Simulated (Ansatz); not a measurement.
Runs of Ansatz 0.2.0 on HfO2. The structure is orthorhombic, space group Pca2_1 (No. 29). The conventional cell has a = 5.219 Å, b = 5.005 Å, c = 5.033 Å, α = 90.00°, β = 90.00°, γ = 90.00°. Hf (site symmetry 1) has 7 O at 2.02 to 2.23 Å as nearest neighbours. O (site symmetry 1) is surrounded by 3 Hf at 2.02 to 2.13 Å. O (site symmetry 1) is surrounded by 4 Hf at 2.11 to 2.23 Å. Measurements of this composition are mostly on another form, of space group No. 14.

| task | level | cell | cutoff (eV) | smearing | points for each segment of the path | gap on the mesh (eV) | pressure (GPa) | relaxed volume (Å³/atom) | largest force (eV/Å) |
| --- | --- | --- | --- | --- | --- | --- | --- | --- | --- |
| single point | PBE | as given | 420 | gaussian 0.014 eV | - | 4.48 | 9.8 | - | 0.12 |
| band structure | r2SCAN | as given | 500 | fermi-dirac 0.05 eV | 10 | (a) | (c) | - | 0.07 |
| single point | PBE | as given | 420 | gaussian 0.011 eV | - | 4.48 | 9.8 | - | 0.12 |
| single point | PBE | as given | 420 | gaussian 0.012 eV | - | 4.48 | 9.8 | - | 0.12 |
| relaxation of cell and atoms | BLYP | relaxed | 420 | fermi-dirac 0.05 eV | - | 4.39 | 0.0 | (b) | - |
| single point | PBE | as given | 420 | gaussian 0.013 eV | - | 4.48 | 9.8 | - | 0.12 |
| relaxation of cell and atoms | PBEsol | relaxed | 420 | fermi-dirac 0.05 eV | - | 4.36 | 0.0 | 11.02 | - |
| band structure | RPBE | as given | 420 | fermi-dirac 0.05 eV | 10 | 4.57 | 14.9 | - | 0.14 |

Alike in all rows: potentials or basis Ansatz PAW; no spin polarisation; k mesh 5 × 6 × 5.

Problem. Fill in the values left out.

Solution. (a) 5.00; (b) 11.78; (c) 4.0.

Caveats: spin-orbit coupling is left out, which moves the levels of the heavy elements; odd divisions of the mesh miss points on the zone boundary, where band edges often lie, so the gap on the mesh can be too wide (some runs); the PAW data sets come from PBE, with cores solved anew for the run's functional, which leaves a small shift of forces and pressure (some runs); the plane-wave basis is chosen anew once the cell has moved, so the energies of steps on either side of that aren't comparable (some runs).

A k mesh can miss the band edges, and the runs leave out spin-orbit coupling on Hf.
